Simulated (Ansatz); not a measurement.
# TiAl (Pm-3m) in Ansatz: a series of runs

The runs below take TiAl through single point, with PBE.

All numbers are computed with Ansatz 0.2.0; they aren't measurements. Logs are shortened: lines on timing, memory, paths and dates and some standing lists are left out, and cuts for length are marked.

**1. The structure**

The structure is cubic, space group Pm-3m (No. 221). Conventional cell: a = 3.179 Å, b = 3.179 Å, c = 3.179 Å, α = 90.00°, β = 90.00°, γ = 90.00°. Ti (site symmetry m-3m) is surrounded by 8 Al at 2.75 Å. Around Al (site symmetry m-3m) lie 8 Ti at 2.75 Å.

The cell comes from a database or a generator and needn't be the stable form of this composition.

**2. Single point, PBE**

Contents of input.yaml:

```yaml
crystal:
  lattice:
    - [3.179064, 0.0, 0.0]
    - [0.0, 3.179064, 0.0]
    - [0.0, 0.0, 3.179064]
  atoms:
    - { symbol: Ti, position: [0.0, 0.0, 0.0] }
    - { symbol: Al, position: [0.5, 0.5, 0.5] }
hamiltonian:
  xc: pbe
  pseudopotentials: { kind: paw }
kpoints:
  mp_grid: { grid: [8, 8, 8] }
scf:
  occupations: { method: gaussian, width: 0.023 }
output:
  forces: true
  stress: true
  eigenvalues: true
```

Potentials or basis: Ansatz PAW.

Run with:

```
ansatz run input.yaml --threads 2 --pin off --max-ram 5632MiB --backend cpu --events-out ev --progress --plain --runs-dir out
```

The log of the run:

```text
Warning: RAYON_NUM_THREADS=2 ignored (pool sized by the plan → 2); use --threads N
Engine: ansatz 0.2.0, aarch64-unknown-linux-gnu
Pseudopotentials: kind: paw
Pseudopotential: Ti, paw, valence charge 12, recommended cutoff 420 eV (normal), Ti.paw.azcp
Pseudopotential: Al, paw, valence charge 3, recommended cutoff 420 eV (normal), Al.paw.azcp
Functional definition: PBE
  parameter kappa = 0.804
  parameter beta = 0.06672455060314922
  exchange = pbe_x(kappa = kappa, mu = beta*pi^2/3)
  correlation = pbe_c(beta = beta)
Crystal: 2 atoms, lattice volume = 32.129 Å³
Basis set: ecut = 420 eV, 619 PW (Γ), exchange–correlation on 48×48×48 points (8 copies of the dense FFT grid, shifted against one another)
Bands: 12, of which v1, the nominal top of the filled ones, is band 8 counted from 1 (7 counted from 0)
Symmetry: 48 space group operations
Space group: Pm-3m (ITA 221), of the structure as read, at distance tolerance 3.2e-5 Å
k-points: 35 of 512
Non-local potential: Ti, projectors of the file, l = 0: 3, l = 1: 2, l = 2: 3, l = 3: 1
Non-local potential: Al, projectors of the file, l = 0: 2, l = 1: 2, l = 2: 1
PAW form: soft (Blöchl's): semilocal exchange-correlation on the pseudo side does not see the compensation charge
PAW one-centre angular grid: Ti, 590 points (default); XC on 64 Gauss nodes
PAW one-centre angular grid: Al, 110 points (default); XC on 64 Gauss nodes
Initial density: superposition of atomic densities (neutral atoms: chi_scale 0, normalization atom), corrected by the library's trained network
Initial wavefunctions: pseudopotential atomic-orbital guess
Functional: x = pbe(κ = 0.804, μ = 0.2195149727645171), c = pbe(β = 0.06672455060314922)
SCF iter   1: F=—  HF=-3037.696824 eV  |F-HF|=—  |Δ(HF+E_count)|=         —  Δρ=7.96e-3  dr2=2.68e-2  ethr=1.77e-3  ⟨swp⟩=5.1  Hψ=2141  notcnv=0
preconditioner: auto → none  [insulator: Δε(μ)=0.049 eV  Ē_g=5.287 eV  σ=0.023 eV  W_gap=0.85  n_scr=6 (ndim 8)  ℏωp=17.3 eV  f_vac=0.000  D(μ)=2.76/eV (n_scr^D=26)  ε∞_Penn≈11.7]
SCF iter   2: F=—  HF=-3037.691212 eV  |F-HF|=—  |Δ(HF+E_count)|=   5.61e-3  Δρ=2.68e-3  dr2=2.53e-3  ethr=1.79e-4  ⟨swp⟩=2.0  Hψ=840  notcnv=0  defer=14
SCF iter   3: F=—  HF=-3037.690726 eV  |F-HF|=—  |Δ(HF+E_count)|=   4.85e-4  Δρ=3.81e-4  dr2=1.14e-5  ethr=1.69e-5  ⟨swp⟩=2.1  Hψ=620  notcnv=0  defer=16
SCF iter   4: F=—  HF=-3037.690714 eV  |F-HF|=—  |Δ(HF+E_count)|=   1.27e-5  Δρ=6.19e-5  dr2=4.05e-7  ethr=7.58e-8  ⟨swp⟩=2.0  Hψ=472  notcnv=0  defer=16
iter 5 did not close the SCF: its close was put off for the readings that it lacked (scf_convergence_deferred on its scf_iter line)
SCF iter   5: F=-3037.690714 eV  HF=-3037.690714 eV  |F-HF|=1.52e-9  |Δ(HF+E_count)|=   1.53e-7  Δρ=2.08e-6  dr2=1.86e-9  ethr=2.70e-9  ⟨swp⟩=2.4  Hψ=501  notcnv=0  defer=16
SCF iter   6: F=-3037.690714 eV  HF=-3037.690714 eV  |F-HF|=1.09e-11  |Δ(HF+E_count)|=  9.46e-11  Δρ=3.25e-7  dr2=1.43e-11  ethr=1.24e-11  ⟨swp⟩=3.2  Hψ=1427  notcnv=0
SCF 1 converged in 6 iterations: F = -3037.690714 eV  dr2 = 1.43e-11
SCF converged after 6 iterations
Free energy (F): -3037.690714 eV
Harris-Foulkes:  -3037.690714 eV  (|F-HF|=1.09e-11)
Internal energy: -3037.689458 eV  (E = F + TS)
E sigma→0 (E₀):  -3037.690086 eV
Entropy (-TS):   -0.001256 eV (-0.628 meV/atom)
Fermi energy:    11.454840 eV
--- Per-component energies (eV) ---
  E_band       = -162.242604
  E_kinetic    = 296.620357
  E_local      = -1021.505782  (includes V_loc(G=0)·N_el)
  E_nonlocal   = 19.346374
  E_hartree    = 435.183005
  E_xc         = -137.786687
  E_vxc        = -151.668677  (∫ρ·V_xc dr)
  E_paw        = -1515.633034  (= ΣΔE_a)
  E_vpaw       = -175.401091  (= ΣTr[D̂ρ^β])
  E_aug_tail   = 0.000131  (compensation charges beyond the density's cutoff)
  E_ewald      = -1113.913820
  E_smearing   = -0.001256  (= −TS)
  E_closure    = 0.000000  (closes the sum)
  Σ components = -3037.690714   (vs F -3037.690714, Δ=0.00e0)
--- Forces (eV/Å), atoms counted from 1 ---
  atom   1  Ti    -0.00000000     0.00000000     0.00000000
  atom   2  Al     0.00000000    -0.00000000     0.00000000
  max |Σ_I F_I| component: 8.22e-32 eV/Å
--- Stress (GPa, compression-positive) ---
        0.697605      -0.000000       0.000000
        0.000000       0.697605      -0.000000
        0.000000      -0.000000       0.697605
  P = ⅓ Tr σ = 0.6976 GPa (6.976 kbar)
--- Band table (eV; the first three rows and the last of 35) ---
  k-point 0: bands = ["-45.3987", "-21.6095", "-21.6095", "-21.6095", "2.1795", "10.0177", "10.0177", "13.2754", "13.2754", "13.2754", "15.8649", "15.8649"]
  k-point 1: bands = ["-45.3965", "-21.6349", "-21.6073", "-21.6073", "2.4279", "9.8649", "10.1283", "12.8917", "12.8917", "13.3046", "15.0124", "16.4314"]
  k-point 2: bands = ["-45.3913", "-21.6958", "-21.6020", "-21.6020", "3.1515", "9.0785", "10.4193", "12.2529", "12.2529", "13.3763", "14.2088", "17.6416"]
  k-point 34: bands = ["-45.3554", "-21.7357", "-21.7357", "-21.7357", "8.3655", "8.3655", "8.3655", "12.0786", "14.2642", "14.2642", "14.3598", "14.3598"]
```

Run time: 0.55 s. Hardware: 2 threads of Arm Neoverse V2, shared host; peak memory 0.28 GiB.

What came out:

* Free energy: -3037.6907 eV
* Pressure: 0.7 GPa
* Band gap on the k mesh: none (metal or under the smearing width)

Levels at points of the mesh, in eV from the Fermi level:
```csv
k point,band 5,band 6,band 7,band 8,band 9,band 10
"(0.00, 0.00, 0.00)",-9.28,-1.44,-1.44,1.82,1.82,1.82
"(0.00, 0.00, -0.50)",-6.04,-5.19,-0.54,0.16,0.16,2.03
"(0.00, -0.50, -0.50)",-5.02,-2.11,-2.11,-1.46,0.72,0.72
"(-0.50, -0.50, -0.50)",-3.09,-3.09,-3.09,0.62,2.81,2.81
```

**3. Single point, PBE**

Changes to input.yaml since step 2:

```diff
@@ -14,3 +14,3 @@
 scf:
-  occupations: { method: gaussian, width: 0.023 }
+  occupations: { method: gaussian, width: 0.024 }
 output:
```

Potentials or basis: Ansatz PAW.

Run with:

```
ansatz run input.yaml --threads 2 --pin off --max-ram 5632MiB --backend cpu --events-out ev --progress --plain --runs-dir out
```

The log of the run:

```text
Warning: RAYON_NUM_THREADS=2 ignored (pool sized by the plan → 2); use --threads N
Engine: ansatz 0.2.0, aarch64-unknown-linux-gnu
Pseudopotentials: kind: paw
Pseudopotential: Ti, paw, valence charge 12, recommended cutoff 420 eV (normal), Ti.paw.azcp
Pseudopotential: Al, paw, valence charge 3, recommended cutoff 420 eV (normal), Al.paw.azcp
Functional definition: PBE
  parameter kappa = 0.804
  parameter beta = 0.06672455060314922
  exchange = pbe_x(kappa = kappa, mu = beta*pi^2/3)
  correlation = pbe_c(beta = beta)
Crystal: 2 atoms, lattice volume = 32.129 Å³
Basis set: ecut = 420 eV, 619 PW (Γ), exchange–correlation on 48×48×48 points (8 copies of the dense FFT grid, shifted against one another)
Bands: 12, of which v1, the nominal top of the filled ones, is band 8 counted from 1 (7 counted from 0)
Symmetry: 48 space group operations
Space group: Pm-3m (ITA 221), of the structure as read, at distance tolerance 3.2e-5 Å
k-points: 35 of 512
Non-local potential: Ti, projectors of the file, l = 0: 3, l = 1: 2, l = 2: 3, l = 3: 1
Non-local potential: Al, projectors of the file, l = 0: 2, l = 1: 2, l = 2: 1
PAW form: soft (Blöchl's): semilocal exchange-correlation on the pseudo side does not see the compensation charge
[... 29 lines left out ...]
  E_vxc        = -151.668913  (∫ρ·V_xc dr)
  E_paw        = -1515.631762  (= ΣΔE_a)
  E_vpaw       = -175.399256  (= ΣTr[D̂ρ^β])
  E_aug_tail   = 0.000131  (compensation charges beyond the density's cutoff)
  E_ewald      = -1113.913820
  E_smearing   = -0.001377  (= −TS)
  E_closure    = -0.000000  (closes the sum)
  Σ components = -3037.690770   (vs F -3037.690770, Δ=0.00e0)
--- Forces (eV/Å), atoms counted from 1 ---
  atom   1  Ti    -0.00000000     0.00000000     0.00000000
  atom   2  Al     0.00000000     0.00000000     0.00000000
  max |Σ_I F_I| component: 3.78e-31 eV/Å
--- Stress (GPa, compression-positive) ---
        0.701005       0.000000       0.000000
       -0.000000       0.701005      -0.000000
        0.000000       0.000000       0.701005
  P = ⅓ Tr σ = 0.7010 GPa (7.010 kbar)
--- Band table (eV; the first three rows and the last of 35) ---
  k-point 0: bands = ["-45.3993", "-21.6100", "-21.6100", "-21.6100", "2.1795", "10.0175", "10.0175", "13.2750", "13.2750", "13.2750", "15.8649", "15.8649"]
  k-point 1: bands = ["-45.3971", "-21.6354", "-21.6078", "-21.6078", "2.4279", "9.8647", "10.1280", "12.8914", "12.8914", "13.3042", "15.0123", "16.4314"]
  k-point 2: bands = ["-45.3919", "-21.6963", "-21.6025", "-21.6025", "3.1515", "9.0784", "10.4190", "12.2526", "12.2526", "13.3759", "14.2086", "17.6415"]
  k-point 34: bands = ["-45.3560", "-21.7362", "-21.7362", "-21.7362", "8.3654", "8.3654", "8.3654", "12.0786", "14.2637", "14.2637", "14.3598", "14.3598"]
```

It took 0.55 s on 2 threads of Arm Neoverse V2, shared host; peak memory 0.28 GiB.

Results:

```
Free energy            : -3037.6908 eV
Pressure               : 0.7 GPa
Band gap on the k mesh : none (metal or under the smearing width)
```

Levels at points of the mesh, in eV from the Fermi level:
```
              k point  band 5  band 6  band 7  band 8  band 9  band 10
   (0.00, 0.00, 0.00)   -9.27   -1.44   -1.44    1.82    1.82     1.82
  (0.00, 0.00, -0.50)   -6.04   -5.19   -0.54    0.16    0.16     2.03
 (0.00, -0.50, -0.50)   -5.02   -2.11   -2.11   -1.46    0.72     0.72
(-0.50, -0.50, -0.50)   -3.09   -3.09   -3.09    0.62    2.81     2.81
```

**4. Single point, PBE**

Changes to input.yaml since step 3:

```diff
@@ -14,3 +14,3 @@
 scf:
-  occupations: { method: gaussian, width: 0.024 }
+  occupations: { method: gaussian, width: 0.025 }
 output:
```

Run with:

```
ansatz run input.yaml --threads 2 --pin off --max-ram 5632MiB --backend cpu --events-out ev --progress --plain --runs-dir out
```

Run time: 0.54 s. Hardware: 2 threads of Arm Neoverse V2, shared host; peak memory 0.28 GiB.

The run converged. Its results:

```yaml
Free_energy: -3037.6908 eV
Pressure: 0.7 GPa
Band_gap_on_the_k_mesh: none (metal or under the smearing width)
```

Levels at points of the mesh, in eV from the Fermi level:
```tsv
k point	band 4	band 5	band 6	band 7	band 8	band 9	band 10	band 11
(0.00, 0.00, 0.00)	-33.06	-9.27	-1.44	-1.44	1.82	1.82	1.82	4.41
(0.00, 0.00, -0.50)	-33.05	-6.04	-5.19	-0.54	0.16	0.16	2.03	3.00
(0.00, -0.50, -0.50)	-33.03	-5.02	-2.11	-2.11	-1.46	0.72	0.72	2.75
(-0.50, -0.50, -0.50)	-33.19	-3.09	-3.09	-3.09	0.62	2.81	2.81	2.91
```

**5. Overview**

```csv
smearing,gap on the mesh (eV),pressure (GPa)
gaussian 0.023 eV,none,0.7
gaussian 0.024 eV,none,0.7
gaussian 0.025 eV,none,0.7
```

Alike in all rows: task single point; level PBE; potentials or basis Ansatz PAW; no spin polarisation; cell as given; k mesh 8 × 8 × 8; cutoff (eV) 420.

Every run on the cell as given and a fine mesh finds a metal.

Absolute energies hang on the potentials; compare differences alone.
